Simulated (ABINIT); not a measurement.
The system is Al.

```
CELL_PARAMETERS angstrom
0.00000 2.02481 2.02481
2.02481 0.00000 2.02481
2.02481 2.02481 0.00000
ATOMIC_POSITIONS crystal
Al 0.00000 0.00000 0.00000
```

Base run:

* Program: ABINIT 10.8.3 (patched build)
* Functional: LDA-Teter
* Potentials or basis: PseudoDojo NC SR LDA v0.4.1 standard
* Cutoff: 599 eV
* k mesh: 11 × 11 × 11
* Occupations: fermi-dirac, width 0.05 eV
* Spin: no spin polarisation

Its results: band gap on the k mesh none (metal or under the smearing width); pressure -3.7 GPa.

**Question.** The run is repeated on the same cell with these changes: functional from LDA-Teter to PBE; potentials or basis from PseudoDojo NC SR LDA v0.4.1 standard to Ansatz NC PBE; cutoff from 599 eV to 544 eV. What comes out?

**Answer.** Band gap on the k mesh none (metal or under the smearing width); pressure -0.4 GPa.
